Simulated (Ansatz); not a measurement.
InPd under changes of volume

One of the cells (17.513 Å³/atom); the others are scaled copies at fixed shape and fractional positions:

```
In Pd
1.0
     3.27188    0.00000    0.00000
     0.00000    3.27188    0.00000
     0.00000    0.00000    3.27188
In Pd
1 1
Direct
  0.00000 0.00000 0.00000
  0.50000 0.50000 0.50000
```

The cell comes from a database or a generator and needn't be the stable form of this composition.

```yaml
Program: Ansatz 0.2.0
Functional: PBE0
Potentials_or_basis: Ansatz PAW
Cutoff: "420 eV (not typed: the program's choice for these potentials)"
k_mesh: 4 × 4 × 4
Occupations: fermi-dirac, width 0.05 eV
Spin: no spin polarisation
```

```csv
volume (Å³/atom),energy over the lowest point (meV/atom),pressure (GPa)
16.462,23.73,8.7
16.813,8.66,5.1
17.163,1.07,1.9
17.513,0.00,-0.9
17.863,4.74,-3.4
18.214,14.43,-5.5
18.564,?,?
```

Task: What does the run at 18.564 Å³/atom give?

Result: Energy over the lowest point 29.65 meV/atom; pressure -6.7 GPa.

Worked out: A Birch-Murnaghan fit of order 3 (a polynomial in V^(-2/3)) to the other rows has its minimum at 17.40 Å³/atom with B0 = V·E''(V) = 136 GPa and B' = 5.6. It gives 28.53 meV/atom at 18.564 Å³/atom, against the run's 29.65, and -dE/dV = -7.4 GPa, against -6.7.

Energies are extrapolated to zero smearing.

Caveats: all runs use coarse meshes; the PAW data sets come from PBE, with cores solved anew for the run's functional, which leaves a small shift of forces and pressure; the thresholds are loose for stress.
